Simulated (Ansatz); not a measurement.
HfN: pressure against volume, fitted

```xyz
2
Lattice="0.0000 2.2590 2.2590 2.2590 0.0000 2.2590 2.2590 2.2590 0.0000" Properties=species:S:1:pos:R:3 pbc="T T T"
Hf    0.0000    0.0000    0.0000
N     2.2590    2.2590    2.2590
```

Atoms are numbered in the order listed.

The geometry is COD entry 1539063, unchecked; take it as a test cell.

Spin polarisation is left out, and whether a magnetic state lies lower isn't shown here.

No spin–orbit coupling, which matters for the heavy atoms here.

These are results of DFT, LDA, all-electron LAPW, scalar-relativistic in Ansatz 0.2.0, not measurements.

The runs use a Γ-centred 10×10×10 k mesh, Fermi–Dirac smearing of 0.03 eV, basis error target 1 meV/atom, no spin polarisation.

The cell is scaled evenly. Fractional coordinates are held (clamped ions).

```json
{"V (Å³/atom)": "10.836", "P (GPa)": "9.28"}
{"V (Å³/atom)": "11.067", "P (GPa)": "2.42"}
{"V (Å³/atom)": "11.297", "P (GPa)": "-3.74"}
{"V (Å³/atom)": "11.413", "P (GPa)": "-6.57"}
{"V (Å³/atom)": "11.528", "P (GPa)": "-9.26"}
{"V (Å³/atom)": "11.643", "P (GPa)": "-11.80"}
{"V (Å³/atom)": "11.758", "P (GPa)": "-14.21"}
{"V (Å³/atom)": "11.989", "P (GPa)": "-18.65"}
```

Q: Fit a third-order Birch–Murnaghan curve to the pressures.

A: P = (3B0/2)(y^(7/2) − y^(5/2))[1 + (3/4)(B0′ − 4)(y − 1)] with y = (V0/V)^(2/3) fits within 0.01 GPa for V0 = 11.154 Å³/atom, B0 = 301.5 GPa and B0′ = 4.28.

Q: Predict the pressure at the withheld volume, 12.220 Å³/atom.

A: There y = 0.9410, so the fit gives -22.64 GPa; the run gave -22.62 GPa.
